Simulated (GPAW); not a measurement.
Write an ASE script for GPAW 26.7.0 that does the following.

* Task: band structure
* Functional: PBE
* Potentials or basis: PAW data sets generated in the run's folder for this functional
* Cutoff: 600 eV
* Basis: pw
* k mesh: 5 × 5 × 3
* Occupations: fermi-dirac, width 0.05 eV
* Spin: no spin polarisation
* Maxiter: 150
* Band path: GXSRAZGYX1A1TY,ZT
* Band points: 80

The structure of Cl lies in Cl.cif:

```cif
data_Cl
_cell_length_a 6.29000000
_cell_length_b 4.50000000
_cell_length_c 8.21000000
_cell_angle_alpha 90.00000000
_cell_angle_beta 90.00000000
_cell_angle_gamma 90.00000000
_space_group_name_H-M_alt 'Cmce'
_space_group_name_Hall '-C 2ac 2'
_space_group_IT_number 64
loop_
_space_group_symop_operation_xyz
'x,y,z'
'-x,-y,-z'
'-x+1/2,-y,z+1/2'
'x+1/2,y,-z+1/2'
'x,-y,-z'
'-x,y,z'
'-x+1/2,y,-z+1/2'
'x+1/2,-y,z+1/2'
'x+1/2,y+1/2,z'
'-x+1/2,-y+1/2,-z'
'-x,-y+1/2,z+1/2'
'x,y+1/2,-z+1/2'
'x+1/2,-y+1/2,-z'
'-x+1/2,y+1/2,z'
'-x,y+1/2,-z+1/2'
'x,-y+1/2,z+1/2'
loop_
_atom_site_label
_atom_site_type_symbol
_atom_site_symmetry_multiplicity
_atom_site_Wyckoff_symbol
_atom_site_fract_x
_atom_site_fract_y
_atom_site_fract_z
_atom_site_occupancy
Cl1 Cl 8 f 0.5000000000 0.1300000000 0.4000000000 1
```

One way to write it, as run:

run.py

```python
import spglib
from ase import Atoms
from ase.dft.bandgap import bandgap
from ase.io import read, write
from ase.units import GPa
from gpaw import GPAW, PW, setup_paths

setup_paths.insert(0, '.')

atoms = read('Cl.cif')
cell, positions, numbers = spglib.find_primitive(
    (atoms.cell[:], atoms.get_scaled_positions(), atoms.numbers), symprec=1e-4)
atoms = Atoms(numbers, cell=cell, scaled_positions=positions, pbc=True)

calc = GPAW(mode=PW(600),
            xc='PBE',
            kpts={'size': (5, 5, 3), 'gamma': True},
            occupations={'name': 'fermi-dirac', 'width': 0.05},
            nbands=26,
            convergence={'density': 1e-05, 'energy': 1e-05},
            maxiter=150,
            txt='gpaw.txt')
atoms.calc = calc
energy = atoms.get_potential_energy()
forces = atoms.get_forces()
stress = atoms.get_stress()
calc.write('gs.gpw')
write('result.traj', atoms)
print(f'Energy: {energy:.6f} eV')
print('Forces (eV/A):')
print(forces.round(4))
print('Stress (GPa):', (stress / GPa).round(3))
print('Fermi level:', round(calc.get_fermi_level(), 4), 'eV')
print(f'Gap: {bandgap(calc)[0]:.4f} eV, direct: {bandgap(calc, direct=True)[0]:.4f} eV')

path = atoms.cell.bandpath('GXSRAZGYX1A1TY,ZT', npoints=80, eps=1e-4)
bs_calc = calc.fixed_density(kpts=path, symmetry='off', nbands=46,
                             convergence={'bands': 'CBM+6.0', 'eigenstates': 1e-6}, txt='bands.txt')
bs = bs_calc.band_structure()
bs.write('bs.json')
print(f'Gap on the path: {bandgap(bs_calc)[0]:.4f} eV')
```

Potentials or basis: PAW data sets generated in the run's folder for this functional, pw.

The run is started by

```console
$ gpaw-setup -f PBE Cl
$ OMP_NUM_THREADS=1 python run.py
```

It gave:

```
Pressure                : 0.7 GPa
Largest force           : 0.137 eV/Å
Band gap on the k mesh  : 2.49 eV, indirect (least direct gap 2.55 eV)
Band gap along the path : 2.47 eV, indirect (least direct gap 2.53 eV)
```

Run time: 2.2 min on 1 thread of Arm Neoverse V2, with other jobs on the host, peak memory 0.53 GiB.
